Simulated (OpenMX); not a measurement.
## ZrO: band structure with PBE

Crystal: ZrO.

```
Zr O
1.0
     1.89971   -3.03560    0.00000
     1.89971    3.03560    0.00000
     0.00000    0.00000    2.61994
Zr O
1 1
Cartesian
  0.0000 0.0000 0.0000
  1.8997 0.0000 0.0000
```

The cell was built by a generator and needn't be a form met in nature.

| Item | Value |
| --- | --- |
| Program | OpenMX 3.8.5 |
| Task | band structure |
| Functional | PBE |
| Potentials or basis | OpenMX 2013 PBE set, Zr7.0-s3p2d2, O6.0-s2p2d1, grid cutoff 400 Ry |
| k mesh | 7 × 7 × 7 |
| Occupations | fermi-dirac, width 0.05 eV |
| Spin | no spin polarisation |
| Mixing scheme | rmm-diisk |
| SCF threshold | 1e-08 Ha |
| Solver | band |
| Max SCF cycles | 100 |

| Quantity | Value |
| --- | --- |
| Pressure | 43.6 GPa |
| Band gap along the path | none (metal or under the smearing width) |
| Mulliken charges | Zr +0.44; O -0.44 e |

Levels at the corners of the path, in eV from the Fermi level:
```csv
point,band 5,band 6,band 7,band 8,band 9,band 10,band 11,band 12,band 13,band 14
Γ,-19.77,-3.90,-3.33,-2.32,-1.91,-1.35,-0.54,5.28,5.58,8.83
X,-18.02,-6.09,-5.74,-2.61,-1.88,1.69,4.33,4.77,4.91,6.54
S,-16.99,-7.31,-6.59,-2.94,-1.95,1.76,2.98,5.00,5.21,7.35
R,-16.47,-7.11,-6.76,-5.38,-1.11,3.48,3.55,5.72,6.06,9.07
A,-17.44,-6.53,-5.26,-4.91,-2.24,1.76,3.85,5.21,8.70,10.38
Z,-19.07,-5.41,-3.30,-2.02,-0.37,-0.02,0.60,1.18,5.67,9.15
Γ,-19.77,-3.90,-3.33,-2.32,-1.91,-1.35,-0.54,5.28,5.58,8.83
Y,-19.72,-5.45,-2.49,-1.97,-1.84,2.79,3.70,4.35,4.68,5.04
X1,-18.02,-6.09,-5.74,-2.61,-1.88,1.69,4.33,4.77,4.91,6.54
A1,-17.44,-6.53,-5.26,-4.91,-2.24,1.76,3.85,5.21,8.70,10.38
T,-19.05,-4.95,-4.18,-2.83,-2.09,-1.10,3.74,4.81,9.40,9.81
Y|Z,-19.72,-5.45,-2.49,-1.97,-1.84,2.79,3.70,4.35,4.68,5.04
T,-19.05,-4.95,-4.18,-2.83,-2.09,-1.10,3.74,4.81,9.40,9.81
```

Wall time 61 s on 1 thread of Arm Neoverse V1, on a shared host, peak memory 0.59 GiB.

Caveat: Mulliken charges move with the basis; the basis of atomic orbitals isn't converged, which shifts pressures, moduli and gaps.
